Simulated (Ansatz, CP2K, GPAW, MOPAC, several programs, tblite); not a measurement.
# Many methods on one cell: MoTe2 (P-6m2)

MoTe2 (P-6m2) from a database structure, relaxed with r2SCAN+rVV10 in Ansatz, was computed with several methods. The symmetry is P-6m2 (No. 187, hexagonal); a = 3.537 Å, c = 7.827 Å in the conventional setting, 28.27 Å³ an atom. Te has 3 Mo at 2.72 Å; Mo has 6 Te at 2.72 Å. The values are computed, spin-unpolarised, and not measurements.

```cif
data_structure
_symmetry_space_group_name_H-M 'P 1'
_symmetry_Int_Tables_number 1
_cell_length_a 3.5371
_cell_length_b 3.5371
_cell_length_c 7.8269
_cell_angle_alpha 90.000
_cell_angle_beta 90.000
_cell_angle_gamma 120.000
_cell_volume 84.80
loop_
_atom_site_label
_atom_site_type_symbol
_atom_site_fract_x
_atom_site_fract_y
_atom_site_fract_z
_atom_site_occupancy
Te1 Te 0.33333 0.66667 0.77052 1
Te2 Te 0.33333 0.66667 0.22948 1
Mo1 Mo 0.00000 0.00000 0.00000 1
```

Gaps and times are for a single point on this cell; volume and bulk modulus come from each method's own relaxation or energy curve at fixed shape, which is too stiff where a cell has free coordinates or axes. Times are rough, from shared hosts (Arm Neoverse V1), and each method has its own mesh and cell size. A double dagger marks a value from a curve with shape and coordinates held. PM7 (MOPAC) and PM6 (MOPAC): levels, charges or heat of formation failed a check of plausibility, so no values are given. PM6 (MOPAC), PM7 (MOPAC), GFN1-xTB (tblite), GFN2-xTB (tblite) treat a cluster of cells at its zone centre, which samples few k points: where these miss a band edge, the gap comes out too large for that reason alone. Gaps from k meshes are read at a limited set of points (mesh, symmetry points, PBE's band edges), so each method's own least gap may be somewhat smaller. xTB and the PM methods were fitted mostly to molecules, and can miss a solid's gap by electronvolts. Minimal bases can be far off for gaps. Curves at held shape can't give the bulk modulus of a layered or molecular crystal, so none is listed. GLLB-SC's gap includes the derivative discontinuity. d marks a direct gap, i an indirect one (no mark: not told apart), a dash a value that wasn't computed or didn't pass its checks.

```csv
method,kind,gap (eV),own volume (Å³/atom),bulk modulus (GPa),atoms computed,processor time
GFN1-xTB (tblite),tight binding,0.90,27.71‡,–,27,1.8 s
PM7 (MOPAC),semi-empirical,–,–,–,27,2 s
GFN2-xTB (tblite),tight binding,1.01,28.10‡,–,27,2.4 s
light PBE (260 eV and a coarse mesh),light plane-wave,1.02 i,–,–,3,2.7 s
PM6 (MOPAC),semi-empirical,–,–,–,27,3.5 s
PBE/SZV (CP2K),small basis,0.80 i,–,–,3,13 s
PBE,semilocal,1.02 i,–,–,3,15 s
PBE/single zeta (GPAW),small basis,1.08 i,–,–,3,27 s
GLLB-SC (GPAW),model potential,1.50,–,–,3,31 s
r2SCAN,semilocal,1.11 i,–,–,3,32 s
PBE/DZVP (CP2K),small basis,1.03 i,29.44‡,–,3,40 s
```

Against r2SCAN (1.11 eV) and with closed or daggered gaps left aside, the nearest gap at the points sampled is that of PBE/single zeta (GPAW) (-0.03 eV) and the farthest that of GLLB-SC (GPAW) (+0.39 eV). r2SCAN is only a yardstick of convenience: semilocal gaps usually lie below measured ones, which GLLB-SC and hybrids aim to mend.

Spin-orbit coupling is left out, which matters wherever the heavy atoms make up the band edges.
